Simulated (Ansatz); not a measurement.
## Kick test of a cell of LiF

The structure comes from a generated guess, relaxed at this level; another structure or a mixture of phases may lie lower.

Computed with DFT PBE, scalar-relativistic, plane waves, PAW in Ansatz. Settings: cutoff 420 eV, Γ-centred mesh 8×8×8 on the computed 8-atom cell, Gaussian smearing of 0.02 eV; no spin polarisation.

The cell below (8 atoms, space group I4/mcm (No. 140)) is relaxed within its symmetry.

```yaml
crystal:
  lattice:
    - [-3.30851, 3.30851, 2.01831]
    - [3.30851, -3.30851, 2.01831]
    - [3.30851, 3.30851, -2.01831]
  atoms:
    - { symbol: Li, position: [0.85363, 0.64637, 0.50000] }
    - { symbol: Li, position: [0.64637, 0.14637, 0.79274] }
    - { symbol: Li, position: [0.35363, 0.85363, 0.20726] }
    - { symbol: Li, position: [0.14637, 0.35363, 0.50000] }
    - { symbol: F, position: [0.34974, 0.15026, 0.50000] }
    - { symbol: F, position: [0.65026, 0.84974, 0.50000] }
    - { symbol: F, position: [0.15026, 0.65026, 0.80052] }
    - { symbol: F, position: [0.84974, 0.34974, 0.19948] }
```

For the test it was strained at random (σ = 1.5 % a component), the atoms were moved at random (σ = 0.15 Å), and all was relaxed again on a coarse 4×4×4 mesh (in the run’s order of axes) with 0.10 eV smearing, with no symmetry imposed.

Problem. What happens?

Solution. It returns, within 1 meV/atom of the unmoved cell on that mesh and with the same symmetry when read at 0.1 Å (C2/m at 0.01 Å, so small strains and shifts remain). So it is stable against the distortions that fit this cell and that this random move excites. Modes that don't fit the cell aren't tested. Another cell of LiF relaxed alike, in Fm-3m, lies 21 meV/atom lower, so this cell isn't the stable form at this level.
